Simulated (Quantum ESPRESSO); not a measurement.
Ta2C under changes of volume

One of the cells (13.774 Å³/atom); the others are scaled copies at fixed shape and fractional positions:

```
CELL_PARAMETERS angstrom
3.10590 0.00000 0.00000
-1.55295 2.68979 0.00000
0.00000 0.00000 4.94640
ATOMIC_POSITIONS crystal
Ta 0.66667 0.33333 0.74799
Ta 0.33333 0.66667 0.25201
C 0.00000 0.00000 0.00000
```

* Program: Quantum ESPRESSO 7.5
* Functional: LDA
* Potentials or basis: GBRV 1.5 LDA
* Cutoff: 762 eV
* Density cutoff: 6095 eV
* k mesh: 10 × 10 × 6
* Occupations: fermi-dirac, width 0.05 eV
* Spin: no spin polarisation

```csv
volume (Å³/atom),energy over the lowest point (meV/atom),pressure (GPa)
12.948,13.76,10.8
13.223,1.17,3.8
13.499,0.00,-2.5
13.774,9.10,-8.1
14.050,?,?
14.325,54.15,-17.8
14.601,88.28,-21.9
```

What does the run at 14.050 Å³/atom give?

Energy over the lowest point 27.47 meV/atom; pressure -13.2 GPa.

Worked out: A Birch-Murnaghan fit of order 3 (a polynomial in V^(-2/3)) to the other rows has its minimum at 13.39 Å³/atom with B0 = V·E''(V) = 303 GPa and B' = 4.3 at fixed shape and positions, which overstates the stiffness. It gives 27.52 meV/atom at 14.050 Å³/atom, against the run's 27.47, and -dE/dV = -13.2 GPa, against -13.2.

Energies are extrapolated to zero smearing.
